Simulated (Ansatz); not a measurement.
Theory: DFT PBE+D3(BJ), scalar-relativistic, plane waves, PAW (Ansatz). All cells share a 420 eV cutoff and Γ-centred k meshes spaced at most about 0.3 Å⁻¹ (2π included). No spin polarisation.

Each guess is relaxed in cell and atoms at zero pressure, on a coarse mesh first where it starts far from rest and then on a converged one. The steps can't lower the symmetry of the start, but it can rise. Energies are static (0 K, no zero-point motion).

This guess for NaCl isn't its lowest structure:

```
Na Cl
1.0
     3.44389    0.00000    0.00000
    -1.72195    2.98250    0.00000
     0.00000    0.00000    8.61368
Na Cl
2 2
Direct
  0.66667 0.33333 0.85288
  0.33333 0.66667 0.14712
  0.00000 0.00000 0.67240
  0.00000 0.00000 0.32760
```

Question: Where does the relaxation end?

Answer: P-3m1 at 22.1 Å³/atom → P6_3/mmc at 34.1 Å³/atom. Conventional cell: a = 4.484 Å, c = 7.837 Å. Na is surrounded by 3 Cl at 2.59 Å; Cl is surrounded by 3 Na at 2.59 Å.

```cif
data_structure
_symmetry_space_group_name_H-M 'P6_3/mmc'
_symmetry_Int_Tables_number 194
_cell_length_a 4.4837
_cell_length_b 4.4837
_cell_length_c 7.8375
_cell_angle_alpha 90.000
_cell_angle_beta 90.000
_cell_angle_gamma 120.000
_cell_volume 136.45
loop_
_atom_site_label
_atom_site_type_symbol
_atom_site_symmetry_multiplicity
_atom_site_Wyckoff_symbol
_atom_site_fract_x
_atom_site_fract_y
_atom_site_fract_z
_atom_site_occupancy
Na1 Na 2 c 0.66667 0.33333 0.75000 1
Cl1 Cl 2 b 0.00000 0.00000 0.75000 1
```

Question: Compare it with the lowest NaCl structure at this level.

Answer: It lies 286 meV/atom above the lowest of the 4 forms computed, a structure that the Crystallography Open Database (COD) lists, of the rock salt type. Space group Fm-3m (No. 225), cubic, a = 5.581 Å. Around Na lie 6 Cl at 2.79 Å; around Cl lie 6 Na at 2.79 Å. That form has 21.7 Å³/atom and a gap of 5.23 eV on its mesh; the guess's end has 3.94 eV. Counting Cl atoms around Na (those within 1.25 times the shortest such distance or 1.15 times the sum of covalent radii), the guess's end has Na 3 and the lowest form has Na 6. Shaken at random and relaxed again, the guess's end falls into a cell with space group P2_1/m (No. 11), 210 meV/atom lower, so it is a saddle point or a shallow minimum.

Kohn–Sham gaps at this level usually fall short of measured ones. Some types were kept out of the candidates beforehand, so the set may lack a known form.
